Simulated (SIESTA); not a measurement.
Set up this calculation in SIESTA 5.4.2, as the native input.

| Property | Result |
| --- | --- |
| Task | Born charges |
| Functional | PBE |
| Potentials or basis | PseudoDojo 0.4 standard (PBE files) |
| Basis | DZP (energy shift 0.003 Ry; two zetas on semicore shells) |
| Grid cutoff | 1200 Ry |
| Energy shift | 0.003 Ry |
| k mesh | 7 × 7 × 7 |
| Occupations | fermi-dirac, width 0.05 eV |
| Spin | no spin polarisation |
| Displacement | 0.04 bohr |
| Polarization grid | 16 × 4 × 4 |

Crystal: PbO2.

```xyz
3
Lattice="0.0000 2.7313 2.7313 2.7313 0.0000 2.7313 2.7313 2.7313 0.0000" Properties=species:S:1:pos:R:3 pbc="T T T"
Pb    0.0000    0.0000    0.0000
O     4.0970    4.0970    4.0970
O     1.3657    1.3657    1.3657
```

The cell comes from a database or a generator and needn't be the stable form of this composition.

The cell isn't the ideal one: relaxed by the run before.

These files were run (other wordings do the same):

PbO2.fdf

```
SystemName                      PbO2
SystemLabel                     PbO2
NumberOfSpecies                 2
NumberOfAtoms                   3
%block ChemicalSpeciesLabel
  1  82 Pb
  2   8 O
%endblock ChemicalSpeciesLabel

LatticeConstant                 1.0 Ang
%block LatticeVectors
    -0.0000090000     2.7313260000     2.7313260000
     2.7313260000    -0.0000090000     2.7313260000
     2.7313260000     2.7313260000    -0.0000090000
%endblock LatticeVectors
AtomicCoordinatesFormat         Fractional
%block AtomicCoordinatesAndAtomicSpecies
     0.0000000000     0.0000000000     0.0000000000  1  Pb
     0.7500010000     0.7500010000     0.7500010000  2  O
     0.2499990000     0.2499990000     0.2499990000  2  O
%endblock AtomicCoordinatesAndAtomicSpecies

%block kgrid.MonkhorstPack
    7   0   0  0.0
    0   7   0  0.0
    0   0   7  0.0
%endblock kgrid.MonkhorstPack
XC.Functional                   GGA
XC.Authors                      PBE
PAO.BasisSize                   DZP
PAO.EnergyShift                 0.003 Ry
Mesh.Cutoff                     1200 Ry
OccupationFunction              FD
ElectronicTemperature           0.05 eV
MaxSCFIterations                120
SCF.MustConverge                false
SCF.Mixer.Method                Pulay
SCF.Mixer.Weight                0.25
SCF.Mixer.History               8
SCF.DM.Tolerance                1.0e-05
SCF.H.Tolerance                 1.0e-04 eV
WriteForces                     true
Charge.Mulliken                 end
MD.TypeOfRun                    FC
FC.First                        1
FC.Last                         3
FC.Displacement                 0.04 Bohr
%block PolarizationGrids
  16 4 4
  4 16 4
  4 4 16
%endblock PolarizationGrids
BornCharge                      true
%block PAO.Basis
  Pb 4
  n=6 0 2
    6.167 0.000
  n=6 1 2
    8.915 0.000
  n=5 2 2
    4.155 0.000
  n=6 2 1
    8.915
%endblock PAO.Basis
```

vibra.fdf

```
SystemLabel                     PbO2
NumberOfAtoms                   3
LatticeConstant                 1.0 Ang
%block LatticeVectors
    -0.0000090000     2.7313260000     2.7313260000
     2.7313260000    -0.0000090000     2.7313260000
     2.7313260000     2.7313260000    -0.0000090000
%endblock LatticeVectors
AtomicCoordinatesFormat         NotScaledCartesianAng
%block AtomicCoordinatesAndAtomicSpecies
     0.0000000000     0.0000000000     0.0000000000 1 207.2000
     4.0969877126     4.0969877126     4.0969877126 2 15.9990
     1.3656552874     1.3656552874     1.3656552874 2 15.9990
%endblock AtomicCoordinatesAndAtomicSpecies
SuperCell_1                     0
SuperCell_2                     0
SuperCell_3                     0
AtomicDispl                     0.04 Bohr
BandLinesScale                  ReciprocalLatticeVectors
%block BandLines
  1  0.0 0.0 0.0  \Gamma
%endblock BandLines
```

Potentials or basis: PseudoDojo 0.4 standard (PBE files), DZP (energy shift 0.003 Ry; two zetas on semicore shells).

Launch:

```sh
$ siesta PbO2.fdf > PbO2.out 2>&1
$ vibra < vibra.fdf > vibra.out
```

Results of the run:

```json
{
  "Highest phonon frequency at Γ, LO-TO splitting left out": "416 cm⁻¹"
}
```

It took 20 min on 1 thread of Intel(R) Xeon(R) 6975P-C (Granite Rapids), on a shared host, peak memory 0.67 GiB.
